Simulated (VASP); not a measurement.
Write the native input for VASP 6.6.1 that does the following.

```
Task                   : single point
Functional             : PBE
Potentials or basis    : VASP PAW PBE potentials, release 64 (Sn_d, Se)
Cutoff                 : 520 eV
k mesh                 : 8 × 8 × 5
Occupations            : gaussian, width 0.013 eV
Spin                   : no spin polarisation
Further INCAR settings : ALGO = Fast; EDIFF = 1e-06
```

The structure of SnSe2 lies in POSCAR:

```
SnSe2
1.0
    3.8110000000      0.0000000000      0.0000000000
   -1.9055000000      3.3004228138      0.0000000000
    0.0000000000      0.0000000000      6.1360000000
Sn Se
1 2
Direct
    0.0000000000      0.0000000000      0.0000000000
    0.6666666667      0.3333333333      0.7510000000
    0.3333333333      0.6666666667      0.2490000000
```

One way to write it, as run:

INCAR

```
PREC = Accurate ; ENCUT = 520
EDIFF = 1E-6 ; ISMEAR = 0
SIGMA = 0.013000000000000001 ; LREAL = False
LASPH = True ; NELM = 60
ALGO = Fast ; ISIF = 2
LWAVE = False ; LCHARG = False
GGA = PE
```

KPOINTS

```
regular mesh
0
Gamma
  8 8 5
```

Potentials or basis: VASP PAW PBE potentials, release 64 (Sn_d, Se).

Run with:

```console
$ cat potpaw_PBE.64/Sn_d/POTCAR potpaw_PBE.64/Se/POTCAR > POTCAR
$ mpirun -np 1 vasp_std > vasp.out
```

It gave:

```yaml
Pressure: 5.6 GPa
Largest_force: 0.804 eV/Å
Band_gap_on_the_k_mesh: 0.81 eV, indirect (least direct gap 1.09 eV)
```

Caveat: spin-orbit coupling is left out, which moves the levels of the heavy elements; an odd mesh through Γ misses points on the zone boundary, where band edges often lie; this functional lacks dispersion, which binds the layers, so the pressure and a relaxed spacing across them are unreliable.

Run time: 22 s on 1 thread of Intel(R) Xeon(R) 6975P-C (Granite Rapids) (shared host), peak memory 0.22 GiB.
